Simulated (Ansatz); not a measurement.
GaP:

```xyz
2
Lattice="0.0000 2.7252 2.7252 2.7252 0.0000 2.7252 2.7252 2.7252 0.0000" Properties=species:S:1:pos:R:3 pbc="T T T"
Ga    0.0000    0.0000    0.0000
P     4.0879    4.0879    4.0879
```

Base run:

```yaml
Program: Ansatz 0.2.0
Functional: PBE
Potentials_or_basis: all-electron LAPW, relativistic spinors
Cutoff: 278 eV
Density_cutoff: 1112 eV
Basis_error_allowed: 0.001 eV/atom
k_mesh: 6 × 6 × 6
Occupations: fermi-dirac, width 0.05 eV
Spin: spin-orbit coupling, no magnetisation
```

Its results: band gap on the k mesh 1.62 eV, indirect (least direct gap 1.80 eV); pressure 2.5 GPa.

Problem. The run is repeated on the same cell with these changes: functional from PBE to LDA. What comes out?

Solution. Band gap on the k mesh 1.46 eV, indirect (least direct gap 1.57 eV); pressure -2.7 GPa.

LDA binds more tightly than PBE, so the same cell stands under less pressure.

A k mesh can miss the band edges.

Not every run made on this cell is shown here.
